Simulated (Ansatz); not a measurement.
# Electric field gradients in SnS under strain

The cell is a COD entry, relaxed with PBE at fixed cell and then changed (z compressed by 1 %, ions relaxed).

```
CELL_PARAMETERS angstrom
11.32000 0.00000 0.00000
0.00000 4.05000 0.00000
0.00000 0.00000 4.19958
ATOMIC_POSITIONS crystal
Sn 0.12019 0.25000 0.10447
Sn 0.37981 0.75000 0.60447
Sn 0.62019 0.25000 0.39553
Sn 0.87981 0.75000 0.89553
S 0.85148 0.25000 0.47714
S 0.64852 0.75000 0.97714
S 0.35148 0.25000 0.02286
S 0.14852 0.75000 0.52286
```

Sites (sets of like atoms) are named by element and the number of their first atom in this list.

Computed with Ansatz: DFT, PBE, plane waves and PAW, scalar-relativistic, 420 eV cutoff, Γ-centred 4×11×10 k-points, Fermi–Dirac smearing 0.02 eV.

Conventions: |V_zz| ≥ |V_yy| ≥ |V_xx|, η = (V_xx − V_yy)/V_zz, C_Q = eQV_zz/h.

³³S: I = 3/2, Q = -69.40 mb. Nuclear quadrupole moments: year-2017 set (Pyykkö).

| site | atoms (order as listed) | first shell | V_xx, V_yy, V_zz (10²¹ V/m²) | η | C_Q (MHz) |
| --- | --- | --- | --- | --- | --- |
| Sn | 1, 2, 3, 4 | 3 S at 2.64–2.70 Å; also 2 S at 3.19 Å | 3.82, 7.29, -11.11 | 0.31 | – |
| S | 5, 6, 7, 8 | 3 Sn at 2.64–2.70 Å; also 2 Sn at 3.19 Å | 1.22, 1.54, -2.77 | 0.12 | 4.65 |

Sn has no stable isotope with a ground-state quadrupole moment in the table, so no C_Q is given.

Without spin–orbit coupling (the program notes it for Sn) the gradients can shift somewhat, as the gap is small.

The relaxation (4 steps) took 2.4 min of wall time (2.4 min of CPU time) and 1.1 GiB at its peak, on 1 thread of Intel Xeon Platinum 8488C (Sapphire Rapids) (x86_64; 16 cores open to the job, memory cap 3.0 GiB, no GPU), a shared host with a load of 0.6 a core.
